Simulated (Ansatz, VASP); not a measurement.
# AlN in VASP and in Ansatz

File INCAR:

```
SYSTEM = AlN
  PREC = Accurate
  ENCUT = 520
  EDIFF = 1E-6
  ISMEAR = 0
  SIGMA = 0.05
  LREAL = .False.
  LASPH = .True.
  NELM = 60
  ALGO = Normal
  ISIF = 2
  LWAVE = .False.
  LCHARG = .False.
  GGA = PE
  NBANDS = 16
```

The input KPOINTS:

```
regular mesh
0
Gamma
  9 9 6
  0 0 0
```

File POSCAR:

```
AlN
1.0
    3.4054634934      0.0000000000      0.0000000000
   -1.7027317467      2.9492178970      0.0000000000
    0.0000000000      0.0000000000      3.9611373852
Al N
2 2
Direct
    0.3333333333      0.6666666667      0.7500000000
    0.6666666667      0.3333333333      0.2500000000
    0.3333333333      0.6666666667      0.2500000000
    0.6666666667      0.3333333333      0.7500000000
```

Input for Ansatz:

```yaml
crystal:
  lattice:
    - [3.4054634934, 0.0, 0.0]
    - [-1.7027317467, 2.949217897, 0.0]
    - [0.0, 0.0, 3.9611373852]
  atoms:
    - { symbol: Al, position: [0.3333333333, 0.6666666667, 0.75] }
    - { symbol: Al, position: [0.6666666667, 0.3333333333, 0.25] }
    - { symbol: "N", position: [0.3333333333, 0.6666666667, 0.25] }
    - { symbol: "N", position: [0.6666666667, 0.3333333333, 0.75] }
basis:
  ecutwfc: 420
kpoints:
  mp_grid: { grid: [9, 9, 6] }
hamiltonian:
  xc: pbe
scf:
  occupations: { method: gaussian, width: 0.05 }
output:
  forces: true
  stress: true
  eigenvalues: true
```

Alike in both runs: task single point; functional PBE; k mesh 9 × 9 × 6; occupations gaussian, width 0.05 eV; no spin polarisation.

|  | VASP | Ansatz |
| --- | --- | --- |
| version | VASP 6.6.1 | Ansatz 0.2.0 |
| potentials or method | VASP PAW PBE potentials, release 64 (Al, N) | scalar-relativistic, plane waves, PAW |
| plane-wave cutoff (eV) | 520 | 420 |
| valence electrons in the cell | 16 | 16 |

Ansatz gave:

* gap on the k mesh at the Fermi level (eV): 3.51
* least direct gap on the mesh (eV): 3.51
* pressure (GPa): 0.5
* largest component of the traceless stress (GPa): 11.17

Q: Which values does VASP return?

A: gap on the k mesh at the Fermi level (eV): 3.52; least direct gap on the mesh (eV): 3.52; pressure (GPa): 0.3; largest component of the traceless stress (GPa): 11.25.

As with any semilocal functional, this PBE gap is likely too small.
